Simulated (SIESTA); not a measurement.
Runs of SIESTA 5.4.2 on AlAu. The structure is cubic, space group Pm-3m (No. 221). The conventional cell has a = 3.224 Å, b = 3.224 Å, c = 3.224 Å, α = 90.00°, β = 90.00°, γ = 90.00°. Au (site symmetry m-3m) is surrounded by 8 Al at 2.79 Å. Around Al (site symmetry m-3m) lie 8 Au at 2.79 Å. The cell comes from a database or a generator and needn't be the stable form of this composition.

```tsv
potentials or basis	gap on the mesh (eV)	pressure (GPa)
PseudoDojo 0.4 standard (PBEsol files), SZ (energy shift 0.003 Ry)	none	6.0
PseudoDojo 0.4 standard (PBEsol files), DZP (energy shift 0.003 Ry; two zetas on semicore shells)	none	-5.2
PseudoDojo 0.4 standard (PBEsol files), SZP (energy shift 0.003 Ry)	none	-4.8
PseudoDojo 0.4 standard (PBEsol files), DZ (energy shift 0.003 Ry; two zetas on semicore shells)	none	(a)
PseudoDojo 0.4 standard (PBEsol files), TZP (energy shift 0.003 Ry; two zetas on semicore shells)	none	-5.2
PseudoDojo 0.4 standard (PBEsol files), TZDP (energy shift 0.003 Ry; two zetas on semicore shells)	none	-5.6
```

Alike in all rows: task band structure; level PBEsol; no spin polarisation; cell as given; k mesh 8 × 8 × 8; smearing fermi-dirac 0.05 eV; grid cutoff 800 Ry; energy shift 0.003 Ry.

Question: Fill in the values left out.

Answer: (a) -1.3.

Caveats: short orbitals over semicore shells can move pressures by several GPa; spin-orbit coupling is left out, which moves the levels of the heavy elements; the basis of atomic orbitals isn't converged, which shifts pressures, moduli and gaps; the basis has no polarisation orbitals (some runs).

A k mesh can miss the band edges, and the runs leave out spin-orbit coupling on Au.

A gap of «none» marks a metal or a gap under the smearing width.
